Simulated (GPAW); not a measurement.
**MgO in GPAW: the effect of exact-exchange share**

MgO:

```
CELL_PARAMETERS angstrom
2.93802 0.00000 0.00000
-1.46901 2.54440 0.00000
0.00000 0.00000 2.67968
ATOMIC_POSITIONS crystal
Mg 0.00000 0.00000 0.00000
O 0.33333 0.66667 0.50000
```

Measurements of this composition are mostly on another form, of space group No. 225.

Alike in all runs:

| Item | Value |
| --- | --- |
| Program | GPAW 26.7.0 |
| Task | single point |
| Potentials or basis | GPAW PAW data sets (gpaw-data 1.2.1) |
| Cutoff | 600 eV |
| Basis | pw |
| k mesh | 3 × 3 × 3 |
| Occupations | fermi-dirac, width 0.05 eV |
| Spin | no spin polarisation |

```csv
exact-exchange share,functional,gap on the mesh (eV)
0.1,PBEh(alpha),3.93
0.2,PBEh(alpha),4.90
0.25,PBE0,?
0.35,PBEh(alpha),6.39
0.5,PBEh(alpha),7.90
```

Task: What does the run with exact-exchange share 0.25 give?

Result: gap on the mesh 5.39 eV.

Worked out: A straight line through the other rows of the gap on the mesh, of slope 9.93 eV per unit of exact-exchange share, gives 5.41 eV, against the run's 5.39.

Caveats: all runs use coarse meshes; exact exchange converges slowly with the k mesh, and this mesh is small; an odd mesh through Γ misses points on the zone boundary, where band edges often lie.
